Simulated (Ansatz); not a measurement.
# CdSe: pressure against volume scale

Periodic Kohn-Sham DFT of a crystal at fixed atoms, scaled to volume_scale times the given cell; pressure positive in compression, energy less spherical unpolarised free atoms, largest_vzz the field gradient of largest size among the nuclei. The results are calculated, by Ansatz 0.2.0.

The cell before it is scaled or strained (space group F-43m, No. 216):
```
CdSe
1.0
      0.0000     3.0703     3.0703
      3.0703     0.0000     3.0703
      3.0703     3.0703     0.0000
Cd Se
1 1
Direct
  0.00000 0.00000 0.00000
  0.25000 0.25000 0.25000
```

Settings of every row: method frozen-core PAW; functional PBE; relativity scalar; k mesh 8x8x8; filling fermi-dirac; smearing width 0.03 eV; wave cutoff 420 eV; paw set soft_2.

Atom start moment: 0 on all atoms.

```
row  volume scale  V (Å³/atom)  pressure (GPa)
  1          0.94       27.206           4.895
  2        0.9405       27.221           4.859
  3          0.96       27.785           3.556
  4          0.98       28.364           2.358
  5          0.99       28.653           1.807
  6             1       28.942           1.285
  7          1.01       29.232           0.792
  8          1.02       29.522           0.325
  9          1.04       30.101          -0.534
 10          1.06        30.68               ?
```

Question: what pressure should row 10 give?

Worked fit of pressure. Take u = (V_r/V)^(2/3) − 1 with V_r = 28.653 Å³ an atom, which is twice the finite (Eulerian) strain; such expansions in the strain, on which the Birch-Murnaghan equation of state is built, carry the rest volume and the bulk modulus. The shown rows have u = 0.03515, 0.03477, 0.02072, 0.00678, 0, -0.00667, -0.01325, -0.01972, -0.03233. Least squares give pressure = 1.807 + 79.615 × u + 228.56 × u² + 171 × u³ GPa; a parabola predicts inner rows, each left out in turn, worse (root mean square 0.0018 against 0.00079 GPa). The rows lie off it by 0.000, 0.000, 0.000, 0.001, 0.000, -0.001, 0.000, 0.000, 0.000. The pressure vanishes at u = -0.0244, or V = 29.73 Å³ an atom, and there the bulk modulus at fixed shape and fractions is B = −V dP/dV = (2/3)(1 + u) dP/du = 44.7 GPa. The withheld row has u = -0.04455, so the fit gives 1.807 + 79.615 × (-0.04455) + 228.56 × (-0.04455)² + 171 × (-0.04455)³ = -1.301 GPa.

The calculation gave -1.303 GPa. The fit lies 0.002 GPa (0.032 % of the column's range) above it; its largest miss of a shown row is 0.001 GPa. This row lies beyond the range of the fit.
